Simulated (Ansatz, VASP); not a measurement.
Au: VASP beside Ansatz

```xyz
1
Lattice="-1.5247 1.5247 1.7899 1.5247 -1.5247 1.7899 1.5247 1.5247 -1.7899" Properties=species:S:1:pos:R:3 pbc="T T T"
Au    0.0000    0.0000    0.0000
```

Change from the starting cell: strain -0.080 along x and y, +0.080 along z, atoms carried along.

Alike in both runs: task single point; functional PBEsol; k mesh 20 × 20 × 20; occupations gaussian, width 0.15 eV; no spin polarisation.

```csv
,VASP,Ansatz
version,VASP 6.6.1,Ansatz 0.2.0
potentials or method,"VASP PAW PBE potentials, release 64 (Au)","scalar-relativistic, plane waves, PAW"
plane-wave cutoff (eV),520,420
valence electrons in the cell,11,19
```

```csv
,VASP,Ansatz,Ansatz less VASP
gap on the k mesh at the Fermi level (eV),none,none,-
pressure (GPa),4.1,4.4,+0.32
largest component of the traceless stress (GPa),0.72,0.70,-0.018
```

A gap of «none» marks a metal or a gap that the smearing closes. With one functional, cell and mesh, what is left measures potentials, basis and numerics. The two sets of potentials don't hold the same shells in valence.

Caveats: the PAW data sets were made with another functional, which shifts forces and pressure a little (VASP). The runs have no spin-orbit coupling, so splittings on Au are missing.
